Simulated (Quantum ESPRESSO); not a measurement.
Si:

```
CELL_PARAMETERS angstrom
0.00000 2.72185 2.72185
2.72185 0.00000 2.72185
2.72185 2.72185 0.00000
ATOMIC_POSITIONS crystal
Si 0.50000 0.50000 0.50000
Si 0.75000 0.75000 0.75000
```

- Program: Quantum ESPRESSO 7.5
- Task: phonons
- Functional: rev-vdW-DF2
- Potentials or basis: PseudoDojo 0.4.1 SR PBE standard
- Cutoff: 490 eV
- Density cutoff: 1959 eV
- k mesh: 8 × 8 × 8, shifted
- Occupations: fermi-dirac, width 0.05 eV
- Spin: no spin polarisation
- Mixing beta: 0.5
- Most SCF iterations: 120
- SCF threshold: 4e-10 Ry

The first run showed a gap, so the response started from a second, tighter run with fixed occupations.

Which optical modes does the crystal have at the zone centre, and which show in infrared and Raman spectra?

The optical modes are T2g. None is infrared active. Raman active: T2g.

Optical modes at Γ, degenerate ones joined, polar ones without the macroscopic field:
```csv
cm⁻¹,components,symmetry,active in,"IR intensity, summed ((D/Å)²/amu)"
510,3,T2g,Raman,0.00
```

Born effective charge tensors (e):
atom 1, Si
```
0.00 0.00 0.00
0.00 0.00 0.00
0.00 0.00 0.00
```
atom 2, Si
```
0.00 0.00 0.00
0.00 0.00 0.00
0.00 0.00 0.00
```

Electronic dielectric tensor:
```
12.96  0.00  0.00
 0.00 12.96  0.00
 0.00  0.00 12.96
```

Static dielectric tensor, electrons and zone-centre modes:
```
12.96  0.00  0.00
 0.00 12.96  0.00
 0.00  0.00 12.96
```
